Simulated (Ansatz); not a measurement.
K12Br11: nudged elastic band, vacancy jump

Level of theory: DFT PBEsol, scalar-relativistic, plane waves, PAW (Ansatz 0.2.0). The runs took a 420 eV cutoff, a Γ-centred 4×4×2 mesh and Gaussian smearing (0.05 eV). No spin polarisation.

1 inner image(s), climbing off, force tolerance 0.05 eV/Å, at most 60 iterations, fixed cell. The cell carries a charge of +1 e on a uniform background, with no finite-size correction, so the barrier is rough in so small a cell.

The run took 3.1 min on 4 threads of Arm Neoverse V2 (shared host), peak memory 3.4 GiB.

Command:
```bash
ansatz run input.yaml --threads 4 --pin off --max-ram 9216MiB --backend cpu --events-out ev --progress --plain --runs-dir out
```

Input:
```yaml
crystal:
  lattice:
    - [-3.9328691039, -7.8657382078, -3.9328691039]
    - [3.9328691039, -3.9328691039, -7.8657382078]
    - [3.9328691039, -7.8657382078, 3.9328691039]
  atoms:
    - { symbol: K, position: [0.5865883484, 0.3147259438, 0.2436548877] }
    - { symbol: K, position: [0.4967449849, 0.0186073895, 0.5063451123] }
    - { symbol: K, position: [0.410124271, 0.6666666667, 0.7687951136] }
    - { symbol: K, position: [0.3330820246, 0.3347840843, 2.77772e-05] }
    - { symbol: K, position: [0.2346476255, 0.0186073895, 0.2436548877] }
    - { symbol: K, position: [0.1488422952, 0.6666666667, 0.5057871634] }
    - { symbol: K, position: [1.0011994423, -0.001450751, 2.77772e-05] }
    - { symbol: K, position: [0.9344910382, 0.6666666667, 0.2442128366] }
    - { symbol: K, position: [0.6732090623, 0.6666666667, -0.0187951136] }
    - { symbol: K, position: [0.082133891, 0.3347840843, 0.7499722228] }
    - { symbol: K, position: [0.8486857078, 0.3147259438, 0.5063451123] }
    - { symbol: K, position: [0.7502513087, -0.001450751, 0.7499722228] }
    - { symbol: Br, position: [0.4643885941, 0.3588417196, 0.6081322686] }
    - { symbol: Br, position: [0.366914733, 1.016170534, 0.875] }
    - { symbol: Br, position: [0.3122253167, 0.6666666667, 0.1378900159] }
    - { symbol: Br, position: [0.2073410899, 0.3353178202, 0.375] }
    - { symbol: Br, position: [0.1565636471, 0.9744916137, 0.6081322686] }
    - { symbol: Br, position: [0.9267696863, 0.3588417196, 0.1418677314] }
    - { symbol: Br, position: [0.8759922435, 0.9980155131, 0.375] }
    - { symbol: Br, position: [0.6189447392, 0.9744916137, 0.1418677314] }
    - { symbol: Br, position: [0.0416666667, 0.6666666667, 0.875] }
    - { symbol: Br, position: [0.7711080166, 0.6666666667, 0.6121099841] }
    - { symbol: Br, position: [0.7164186003, 0.3171627993, 0.875] }
total_charge: 1
basis:
  ecutwfc: 420
kpoints:
  mp_grid: { grid: [4, 4, 2] }
hamiltonian:
  xc: pbesol
scf:
  occupations: { method: gaussian, width: 0.05 }
output:
  forces: true
neb:
  images: 1
  f_tol: 0.05
  max_iterations: 60
  order_check: false
  final_atoms:
    - { symbol: K, position: [0.5830813438, 0.3347854529, 0.2500281094] }
    - { symbol: K, position: [0.4846477175, 0.0186070965, 0.4936548501] }
    - { symbol: K, position: [0.3988421774, 0.6666666667, 0.7557868688] }
    - { symbol: K, position: [0.3321332033, 0.3347854529, -2.81094e-05] }
    - { symbol: K, position: [0.25120013, -0.0014521196, 0.2500281094] }
    - { symbol: K, position: [0.1844911559, 0.6666666667, 0.4942131312] }
    - { symbol: K, position: [1.0002519896, -0.0014521196, -2.81094e-05] }
    - { symbol: K, position: [0.9232089276, 0.6666666667, 0.2312048672] }
    - { symbol: K, position: [0.6601244057, 0.6666666667, 0.0187951328] }
    - { symbol: K, position: [0.0986856158, 0.3147262368, 0.7563451499] }
    - { symbol: K, position: [0.8365881474, 0.3147262368, 0.4936548501] }
    - { symbol: K, position: [0.746745186, 0.0186070965, 0.7563451499] }
    - { symbol: Br, position: [0.4573411632, 0.3353176736, 0.625] }
    - { symbol: Br, position: [0.4065637318, 0.9744913783, 0.858131887] }
    - { symbol: Br, position: [0.2916666667, 0.6666666667, 0.125] }
    - { symbol: Br, position: [0.1767696015, 0.358841955, 0.391868113] }
    - { symbol: Br, position: [0.1259921701, 0.9980156597, 0.625] }
    - { symbol: Br, position: [0.9664189081, 0.3171621839, 0.125] }
    - { symbol: Br, position: [0.8689448899, 0.9744913783, 0.391868113] }
    - { symbol: Br, position: [0.6169144253, 1.0161711495, 0.125] }
    - { symbol: Br, position: [0.0211089082, 0.6666666667, 0.8621104343] }
    - { symbol: Br, position: [0.5622244251, 0.6666666667, 0.3878895657] }
    - { symbol: Br, position: [0.7143884434, 0.358841955, 0.858131887] }
  climbing: false
```

Output (its end):
```
...
    - { symbol: K, position: [0.9378331393005138, 0.666666718080274, 0.22764642377191147] }
    - { symbol: K, position: [0.666666712570746, 0.6666666882977816, 1.8610885277325906e-8] }
    - { symbol: K, position: [0.09317271007178611, 0.3199356211349501, 0.752856022771837] }
    - { symbol: K, position: [0.8482742311442327, 0.303451495008565, 0.49999994519333035] }
    - { symbol: K, position: [0.7464417004998735, 0.013397685231794399, 0.7528560312822147] }
    - { symbol: Br, position: [0.4588626486880592, 0.3496897440115966, 0.6169357149463721] }
    - { symbol: Br, position: [0.38730284785982994, 0.9954956120349233, 0.8689725014949881] }
    - { symbol: Br, position: [0.3067235023443871, 0.6666666462608118, 0.1361548226372853] }
    - { symbol: Br, position: [0.19144748901158826, 0.34968987726466827, 0.3830644790850328] }
    - { symbol: Br, position: [0.14188574620724387, 0.9836436193052178, 0.6169356600380842] }
    - { symbol: Br, position: [0.9460306868756199, 0.33783746838219847, 0.13102734181727643] }
    - { symbol: Br, position: [0.8744707598362675, 0.9836434268625793, 0.3830644682391613] }
    - { symbol: Br, position: [0.6172014385314786, 0.9954958884180977, 0.13102737056356373] }
    - { symbol: Br, position: [0.026610126068006168, 0.6666666543504374, 0.8638454244252799] }
    - { symbol: Br, position: [0.6666662427259905, 0.6666666371795837, 0.4999996135626707] }
    - { symbol: Br, position: [0.716131765747347, 0.3378377686909846, 0.8689724762516418] }
```

Self-consistency was reached.

Final band:

| image | s (Å) | ΔE (eV) |
| --- | --- | --- |
| 0 | 0.000 | 0.000 |
| 1 | 1.790 | 0.368 |
| 2 | 3.579 | 0.000 |

Highest image over the start 0.368 eV, over the end 0.368 eV. The order of the saddle wasn't checked, and a path that keeps a symmetry can read too high. Without a climbing image the barrier can read too low.

By iteration:

| iteration | largest band force component (eV/Å) | highest image (eV) |
| --- | --- | --- |
| 1 | 0.280 | 0.474 |
| 2 | 0.048 | 0.368 |

Images of the last band (Å, true forces in eV/Å):

```xyz
23
Lattice="-3.933 -7.866 -3.933 3.933 -3.933 -7.866 3.933 -7.866 3.933" Properties=species:S:1:pos:R:3:forces:R:3 pbc="T T T" image=0 dE_eV=0.0000
K    -0.111   -7.768   -3.824   -0.004   -0.002    0.003
K     0.111   -7.963   -0.109    0.004    0.002   -0.003
K     4.033  -11.895   -3.833   -0.004    0.005   -0.004
K     0.007   -3.937   -3.943   -0.008    0.002    0.002
K     0.109   -3.835   -0.111    0.003   -0.002   -0.004
K     4.026   -7.771   -3.840   -0.006   -0.006   -0.006
K    -3.943   -7.870   -3.926    0.002    0.002   -0.008
K    -0.093  -11.893   -7.959    0.006    0.006    0.006
K    -0.100   -7.769   -7.965    0.004   -0.005    0.004
K     3.943   -7.862   -0.007   -0.002   -0.002    0.008
K    -0.109  -11.896   -3.822   -0.003    0.002    0.004
K    -0.007  -11.795    0.010    0.008   -0.002   -0.002
Br    1.977   -9.847   -2.257   -0.001    0.001   -0.003
Br    5.995  -13.765   -5.995    0.012    0.000   -0.012
Br    1.936   -6.162   -5.929    0.000    0.003    0.000
Br    1.978   -5.899   -1.978    0.002    0.000   -0.002
Br    5.609   -9.847   -5.889   -0.003    0.001   -0.001
Br   -1.676   -9.817   -5.909    0.003   -0.001    0.001
Br    1.955  -13.765   -9.820   -0.002    0.000    0.002
Br    1.956   -9.817   -9.541    0.001   -0.001    0.003
Br    5.899   -9.832   -1.966    0.000    0.000    0.000
Br    1.997  -13.502   -5.869    0.000   -0.003    0.000
Br    1.871  -13.765   -1.871   -0.012    0.000    0.012
23
Lattice="-3.933 -7.866 -3.933 3.933 -3.933 -7.866 3.933 -7.866 3.933" Properties=species:S:1:pos:R:3:forces:R:3 pbc="T T T" image=1 dE_eV=0.3677
K    -0.078   -7.819   -3.853   -0.032    0.002    0.017
K     0.176   -7.866   -0.176    0.021    0.000   -0.021
K     4.104  -11.808   -3.762    0.004   -0.002    0.004
K     0.010   -3.933   -3.942   -0.048    0.000    0.048
K     0.080   -3.886   -0.078    0.017    0.002   -0.032
K     3.933   -7.866   -3.933    0.000    0.000    0.000
K    -3.942   -7.866   -3.923    0.048    0.000   -0.048
K    -0.171  -11.789   -8.037   -0.004    0.002   -0.004
K     0.000   -7.866   -7.866    0.000    0.000    0.000
K     3.853   -7.913    0.078   -0.017   -0.002    0.032
K    -0.176  -11.799   -3.757   -0.021    0.000    0.021
K     0.078  -11.846   -0.080    0.032   -0.002   -0.017
Br    1.997   -9.837   -2.129   -0.001    0.010    0.038
Br    5.809  -13.797   -5.936    0.041   -0.015    0.001
Br    1.951   -6.105   -5.915   -0.001   -0.021   -0.001
Br    2.129   -5.894   -1.997   -0.038   -0.010    0.001
Br    5.737   -9.837   -5.869    0.038    0.010   -0.001
Br   -1.877   -9.801   -5.863   -0.041    0.015   -0.001
Br    1.936  -13.760   -9.670    0.001   -0.010   -0.038
Br    2.003   -9.801   -9.742   -0.001    0.015   -0.041
Br    5.915   -9.626   -1.951    0.001    0.021    0.001
Br    1.966  -11.799   -5.899    0.000    0.000    0.000
Br    1.930  -13.797   -2.056    0.001   -0.015    0.041
23
Lattice="-3.933 -7.866 -3.933 3.933 -3.933 -7.866 3.933 -7.866 3.933" Properties=species:S:1:pos:R:3:forces:R:3 pbc="T T T" image=2 dE_eV=0.0000
K     0.007   -7.870   -3.943   -0.008    0.002    0.002
K     0.109   -7.768   -0.111    0.003   -0.002   -0.004
K     4.026  -11.704   -3.840   -0.006   -0.006   -0.006
K     0.010   -3.929   -3.940   -0.002   -0.002    0.008
K    -0.010   -3.937    0.007    0.002    0.002   -0.008
K     3.840   -7.960   -4.026    0.006    0.006    0.006
K    -3.940   -7.862   -3.923    0.008   -0.002   -0.002
K    -0.100  -11.702   -7.965    0.004   -0.004    0.004
K     0.100   -7.962   -7.766   -0.004    0.004   -0.004
K     3.824   -7.963    0.111   -0.003    0.002    0.004
K    -0.111  -11.701   -3.824   -0.004   -0.002    0.003
K     0.111  -11.896   -0.109    0.004    0.002   -0.003
Br    1.978   -9.832   -1.978    0.002    0.000   -0.002
Br    5.609  -13.780   -5.889   -0.003    0.001   -0.001
Br    1.966   -5.899   -5.899    0.000    0.000    0.000
Br    2.257   -5.884   -1.977    0.003   -0.001    0.001
Br    5.888   -9.832   -5.888   -0.002    0.000    0.002
Br   -2.062   -9.832   -5.804   -0.012    0.000    0.012
Br    1.956  -13.750   -9.541    0.001   -0.001    0.003
Br    2.062   -9.832   -9.928    0.012    0.000   -0.012
Br    5.929   -9.569   -1.936    0.000   -0.003    0.000
Br    1.936  -10.095   -5.929    0.000    0.003    0.000
Br    1.977  -13.780   -2.257   -0.001    0.001   -0.003
```